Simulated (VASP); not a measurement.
# W (Im-3m) in VASP: a series of runs, part 2 of 2

VASP 6.6.1. Earlier steps stand in the parts before.

## (3) Single point, PBE, collinear spin, ferromagnetic start (a relaxed cell with its volume scaled by 0.97)

Contents of INCAR:

```
SYSTEM = W
PREC = Accurate ; ENCUT = 520
EDIFF = 1E-7 ; ISMEAR = 0
SIGMA = 0.1 ; LREAL = .False.
LASPH = .True. ; NELM = 100
ALGO = Normal ; ISIF = 2
LWAVE = .False. ; LCHARG = .False.
ISPIN = 2 ; MAGMOM = 1
LORBIT = 11 ; LMAXMIX = 4
GGA = PE
```

Contents of KPOINTS:

```
Automatic mesh
0
Gamma
  18 18 18
  0 0 0
```

Contents of POSCAR:

```
W                                       
1.0
   -1.5765756462      1.5765756462      1.5765756462
    1.5765756462     -1.5765756462      1.5765756462
    1.5765756462      1.5765756462     -1.5765756462
  W             
     1
Direct
     0.0000000000000000    0.0000000000000000    0.0000000000000000
```

Potentials or basis: VASP PAW PBE potentials, release 64 (W_sv).

Started as:

```sh
$ cat potpaw_PBE.64/W_sv/POTCAR > POTCAR
$ mpirun -np 1 vasp_std > vasp.out
```

OUTCAR:

```text
SYSTEM = W
   PREC = Accurate
   ENCUT = 520
   EDIFF = 1E-7
   ISMEAR = 0
   LREAL = .False.
   LASPH = .True.
   NELM = 100
   ISIF = 2
   ISPIN = 2
   LORBIT = 11
   GGA = PE

 ion  position               nearest neighbor table
   1  0.000  0.000  0.000-

  LATTYP: Found a body centered cubic cell.
 ALAT       =     3.1531512924

  Lattice vectors:

 A1 = (  -1.5765756462,   1.5765756462,   1.5765756462)
 A2 = (   1.5765756462,  -1.5765756462,   1.5765756462)
 A3 = (   1.5765756462,   1.5765756462,  -1.5765756462)

Analysis of symmetry for initial positions (statically):
=====================================================================
 Subroutine PRICEL returns:
 Original cell was already a primitive cell.

 Routine SETGRP: Setting up the symmetry group for a
 body centered cubic supercell.

 Subroutine GETGRP returns: Found 48 space group operations
 (whereof 48 operations were pure point group operations)
 out of a pool of 48 trial point group operations.

The static configuration has the point symmetry O_h .

Analysis of symmetry for dynamics (positions and initial velocities):
=====================================================================
 Subroutine PRICEL returns:
 Original cell was already a primitive cell.

 Routine SETGRP: Setting up the symmetry group for a
 body centered cubic supercell.

 Subroutine GETGRP returns: Found 48 space group operations
 (whereof 48 operations were pure point group operations)
 out of a pool of 48 trial point group operations.

The dynamic configuration has the point symmetry O_h .

Analysis of structural, dynamic, and magnetic symmetry:
=====================================================================
 Subroutine PRICEL returns:
 Original cell was already a primitive cell.

 Routine SETGRP: Setting up the symmetry group for a
 body centered cubic supercell.

 Subroutine GETGRP returns: Found 48 space group operations
 (whereof 48 operations were pure point group operations)
 out of a pool of 48 trial point group operations.

The overall configuration has the point symmetry O_h .

 Subroutine INISYM returns: Found 48 space group operations
 (whereof 48 operations are pure point group operations),
 and found     1 'primitive' translations

----------------------------------------------------------------------------------------

                                     Primitive cell

  volume of cell :      15.6749

  direct lattice vectors                    reciprocal lattice vectors
    -1.576575646  1.576575646  1.576575646     0.000000000  0.317143044  0.317143044
     1.576575646 -1.576575646  1.576575646     0.317143044  0.000000000  0.317143044
     1.576575646  1.576575646 -1.576575646     0.317143044  0.317143044  0.000000000

  length of vectors
     2.730709121  2.730709121  2.730709121     0.448507994  0.448507994  0.448507994

  position of ions in fractional coordinates (direct lattice)
     0.000000000  0.000000000  0.000000000

  ion indices of the primitive-cell ions
   primitive index   ion index
                 1           1

----------------------------------------------------------------------------------------

 KPOINTS: Automatic mesh

Automatic generation of k-mesh.
 Grid dimensions read from file:
 generate k-points for:   18   18   18
[... 71 lines left out ...]
   ISYM   =      2    0-nonsym 1-usesym 2-fastsym
   POTIM  = 0.5000    time-step for ionic-motion
   TEBEG  =    0.0;   TEEND  =   0.0 temperature during run
   PSTRESS=    0.0 pullay stress
   NELECT =      14.0000    total number of electrons
   NUPDOWN=      -1.0000    fix difference up-down
   EMIN   =  10.00;   EMAX   =-10.00  energy-range for DOS
   EFERMI =   0.00;   METHOD = LEGACY
   ISMEAR =     0;   SIGMA  =   0.10  broadening in eV -4-tet -1-fermi 0-gaus
   EFERMI_NEDOS =   21; number of points for ismear=-14 and -15
   IALGO  =     38    algorithm
   IMIX   =      4    mixing-type and parameters
     AMIX     =   0.40;   BMIX     =  1.00
     AMIX_MAG =   1.60;   BMIX_MAG =  1.00
  volume/ion in A,a.u.               =      15.67       105.78
  Fermi-wavevector in a.u.,A,eV,Ry     =   1.576580  2.979304 33.818705  2.485605
  Thomas-Fermi vector in A             =   2.677392
   LORBIT       =     11    0 simple, 1 ext, 2 COOP (PROOUT), +10 PAW based schemes
   GGA     = PE    functional components
   LHFCALC =     F    Hartree Fock is set to
   AEXX    =    0.0000 exact exchange contribution
   IVDW    =     0    specifies the selected vdW correction
   LEPSILON=     F    determine dielectric tensor
   LRPA    =     F    only Hartree local field effects (RPA)
 spin polarized calculation
 Gauss-broadening in eV      SIGMA  =   0.10
  energy-cutoff  :      520.00
  volume of cell :       15.67
 maximum number of plane-waves:       434
   NGX = 11   NGY = 11   NGZ = 11

 number of electron      14.0000005 magnetization       0.0000498

 number of electron      14.0000005 magnetization      -0.0000248

 Free energy of the ion-electron system (eV)
  ---------------------------------------------------
  ext. energy  EPLUGINS =         0.00000000
  ---------------------------------------------------
  free energy    TOTEN  =       -12.93625528 eV

  energy without entropy =      -12.93283764  energy(sigma->0) =      -12.93454646

 E-fermi :  11.6027     XC(G=0): -13.7041

 val. band max:       11.6002877122   @ k =  -0.2778   0.3333   0.2222
 cond. band min:      11.6136187561   @ k =   0.5000   0.5000   0.2222
 fundamental gap:      0.0133310439
 Fermi energy:        11.6027203251

 spin component 1

 k-point     1 :       0.0000    0.0000    0.0000
  band No.  band energies     occupation
      1     -62.5588      1.00000
      2     -26.1040      1.00000
      3     -26.1040      1.00000
      4     -26.1040      1.00000
      5       1.9074      1.00000
      6      10.3604      1.00000
      7      10.3604      1.00000
      8      10.3604      1.00000
      9      13.8967      0.00000
     10      13.8967      0.00000
     11      26.1489      0.00000
     12      26.1489      0.00000
[... 333 lines left out ...]
      1     -62.4176      1.00000
      2     -27.3580      1.00000
      3     -26.5741      1.00000
      4     -26.1710      1.00000
      5       5.7049      1.00000
      6       8.1415      1.00000
      7      11.0335      1.00000
      8      13.6695      0.00000
      9      15.0249      0.00000
     10      18.1389      0.00000
     11      22.6945      0.00000
     12      24.2360      0.00000

 [... further k-points ...]

 spin component 2

 k-point     1 :       0.0000    0.0000    0.0000
  band No.  band energies     occupation
      1     -62.5589      1.00000
      2     -26.1041      1.00000
      3     -26.1041      1.00000
      4     -26.1041      1.00000
      5       1.9074      1.00000
      6      10.3604      1.00000
      7      10.3604      1.00000
      8      10.3604      1.00000
      9      13.8966      0.00000
     10      13.8966      0.00000
     11      26.1489      0.00000
     12      26.1489      0.00000
[... 333 lines left out ...]
      1     -62.4177      1.00000
      2     -27.3580      1.00000
      3     -26.5742      1.00000
      4     -26.1711      1.00000
      5       5.7049      1.00000
      6       8.1415      1.00000
      7      11.0335      1.00000
      8      13.6695      0.00000
      9      15.0248      0.00000
     10      18.1389      0.00000
     11      22.6945      0.00000
     12      24.2360      0.00000

 [... further k-points ...]

------------------------ aborting loop because EDIFF is reached ----------------------------------------

  FORCE on cell =-STRESS in cart. coord.  units (eV):
  Direction    XX          YY          ZZ          XY          YZ          ZX
  --------------------------------------------------------------------------------------
  -------------------------------------------------------------------------------------
  Total        0.9752530      0.9752530      0.9752530      0.0000000      0.0000000     -0.0000000
  in kB       99.6835362     99.6835362     99.6835362      0.0000000      0.0000000     -0.0000000
  external PRESSURE =      99.6835362 kB  Pullay stress =       0.0000000 kB

 VOLUME and BASIS-vectors are now :
 -----------------------------------------------------------------------------
  energy-cutoff  :      520.00
  volume of cell :       15.67
      direct lattice vectors                 reciprocal lattice vectors
    -1.576575646  1.576575646  1.576575646     0.000000000  0.317143044  0.317143044
     1.576575646 -1.576575646  1.576575646     0.317143044  0.000000000  0.317143044
     1.576575646  1.576575646 -1.576575646     0.317143044  0.317143044  0.000000000

 POSITION                                       TOTAL-FORCE (eV/Angst)
 -----------------------------------------------------------------------------------
      0.00000      0.00000      0.00000         0.000000      0.000000      0.000000
 -----------------------------------------------------------------------------------
    total drift:                               -0.000000     -0.000000      0.000000

  FREE ENERGIE OF THE ION-ELECTRON SYSTEM (eV)
  ---------------------------------------------------
  free  energy   TOTEN  =       -12.9362552829 eV

  energy  without entropy=      -12.9328376425  energy(sigma->0) =      -12.93454646

 total charge

# of ion       s       p       d       tot
------------------------------------------
    1        2.405   6.348   3.371  12.125

 magnetization (x)

# of ion       s       p       d       tot
------------------------------------------
    1       -0.000  -0.000  -0.000  -0.000
```

OSZICAR:

```text
N       E                     dE             d eps       ncg     rms          rms(c)
DAV:   1     0.823473594629E+02    0.82347E+02   -0.74295E+03  9388   0.128E+03
DAV:   2    -0.118198553774E+02   -0.94167E+02   -0.90609E+02 10224   0.327E+02
DAV:   3    -0.134115363959E+02   -0.15917E+01   -0.15833E+01 10488   0.418E+01
DAV:   4    -0.134186435836E+02   -0.71072E-02   -0.71069E-02 10232   0.310E+00
DAV:   5    -0.134187042212E+02   -0.60638E-04   -0.60639E-04 10404   0.274E-01    0.218E+01
DAV:   6    -0.130584887549E+02    0.36022E+00   -0.47314E-01 10156   0.914E+00    0.886E+00
DAV:   7    -0.129349902527E+02    0.12350E+00   -0.23774E-01 10504   0.603E+00    0.289E+00
DAV:   8    -0.129383063868E+02   -0.33161E-02   -0.85297E-03  9652   0.104E+00    0.669E-01
DAV:   9    -0.129367603969E+02    0.15460E-02   -0.60592E-04 10800   0.289E-01    0.306E-01
DAV:  10    -0.129362261110E+02    0.53429E-03   -0.61838E-04  9624   0.339E-01    0.716E-02
DAV:  11    -0.129362589907E+02   -0.32880E-04   -0.41768E-05  9888   0.827E-02    0.333E-02
DAV:  12    -0.129362579394E+02    0.10513E-05   -0.59440E-06 10248   0.294E-02    0.897E-03
DAV:  13    -0.129362554860E+02    0.24535E-05   -0.13399E-06 10136   0.149E-02    0.270E-03
DAV:  14    -0.129362552985E+02    0.18746E-06   -0.61957E-08  5748   0.343E-03    0.436E-04
DAV:  15    -0.129362552829E+02    0.15620E-07   -0.75477E-09  4864   0.120E-03
   1 F= -.12936255E+02 E0= -.12934546E+02  d E =-.341764E-02  mag=    -0.0000
```

stdout:

```text
POSCAR found type information on POSCAR W
 POSCAR found :  1 types and       1 ions
 scaLAPACK will be used
 LDA part: xc-table for (Slater+PW92), standard interpolation
 POSCAR, INCAR and KPOINTS ok, starting setup
 FFT: planning ... GRIDC
 FFT: planning ... GRID_SOFT
 FFT: planning ... GRID
 WAVECAR not read
 entering main loop
```

It took 43 s on 1 thread of AMD EPYC 7R13 (Zen 3), shared host; peak memory 0.14 GiB.

Results:

- Free energy: -12.9363 eV
- Pressure: 10.0 GPa
- Band gap on the k mesh: none (metal or under the smearing width)
- Net moment: 0.00 μB per cell
- Valence electrons inside the program's atomic spheres: W 12.12

Levels at points of the mesh, in eV from the Fermi level:
Spin up:
```csv
k point,band 3,band 4,band 5,band 6,band 7,band 8,band 9,band 10,band 11,band 12
"(0.00, 0.00, 0.00)",-37.71,-37.71,-9.70,-1.24,-1.24,-1.24,2.29,2.29,14.55,14.55
"(0.50, 0.00, 0.00)",-38.14,-37.71,-6.35,-3.62,0.72,2.19,3.19,6.26,11.27,11.52
"(0.50, 0.50, 0.50)",-38.64,-38.64,-5.92,-5.92,5.25,5.25,5.25,8.34,8.34,8.34
```
Spin down:
```csv
k point,band 5,band 6,band 7,band 8,band 9,band 10
"(0.00, 0.00, 0.00)",-9.70,-1.24,-1.24,-1.24,2.29,2.29
"(0.50, 0.00, 0.00)",-6.35,-3.62,0.72,2.19,3.19,6.26
"(0.50, 0.50, 0.50)",-5.92,-5.92,5.25,5.25,5.25,8.34
```
